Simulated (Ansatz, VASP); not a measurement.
# CoH in VASP and in Ansatz

Contents of INCAR:

```
SYSTEM = CoH
  PREC = Accurate
  ENCUT = 520
  EDIFF = 1E-6
  ISMEAR = -1
  SIGMA = 0.1
  LREAL = .False.
  LASPH = .True.
  NELM = 150
  ALGO = Normal
  ISIF = 2
  LWAVE = .False.
  LCHARG = .False.
  ISPIN = 2
  MAGMOM = 1.8 0
  LORBIT = 11
  LMAXMIX = 4
  GGA = PS
  NBANDS = 16
```

The input KPOINTS:

```
regular mesh
0
Gamma
  11 11 11
  0 0 0
```

File POSCAR:

```
CoH
1.0
    0.0000000000      1.8490845514      1.8490845514
    1.8490845514      0.0000000000      1.8490845514
    1.8490845514      1.8490845514      0.0000000000
Co H
1 1
Direct
    0.0000000000      0.0000000000      0.0000000000
    0.5000000000      0.5000000000      0.5000000000
```

Input for Ansatz:

```yaml
crystal:
  lattice:
    - [0.0, 1.8490845513578336, 1.8490845513578336]
    - [1.8490845513578336, 0.0, 1.8490845513578336]
    - [1.8490845513578336, 1.8490845513578336, 0.0]
  atoms:
    - { symbol: Co, position: [0.0, 0.0, 0.0], spin: 1.8 }
    - { symbol: H, position: [0.5, 0.5, 0.5] }
basis:
  ecutwfc: 500.0
kpoints:
  mp_grid:
    grid: [11, 11, 11]
hamiltonian:
  xc: pbesol
magnetization:
  spin_polarized: true
scf:
  occupations:
    method: fermi_dirac
    width: 0.1
output:
  stress: true
```

The cell comes from a database or a generator and needn't be the stable form of this composition.

Alike in both runs: task single point; functional PBEsol; k mesh 11 × 11 × 11; occupations fermi-dirac, width 0.1 eV; collinear spin.

|  | VASP | Ansatz |
| --- | --- | --- |
| version | VASP 6.6.1 | Ansatz 0.2.0 |
| potentials or method | VASP PAW PBE potentials, release 64 (Co, H) | plane waves, PAW |
| plane-wave cutoff (eV) | 520 | 500 |
| valence electrons in the cell | 10 | 18 |

|  | VASP | Ansatz | Ansatz less VASP |
| --- | --- | --- | --- |
| pressure (GPa) | -8.6 | -8.2 | +0.38 |
| net moment per atom (μB) | 0.59 | 0.59 | +0.005 |
| size of the moment on the site where the two differ most (μB) | 1.21 | 1.17 | -0.037 |

Site moments also hang on the region over which each program counts them. The two sets of potentials don't hold the same shells in valence.

Caveats: the PAW data sets were made with another functional, which shifts forces and pressure a little (VASP).
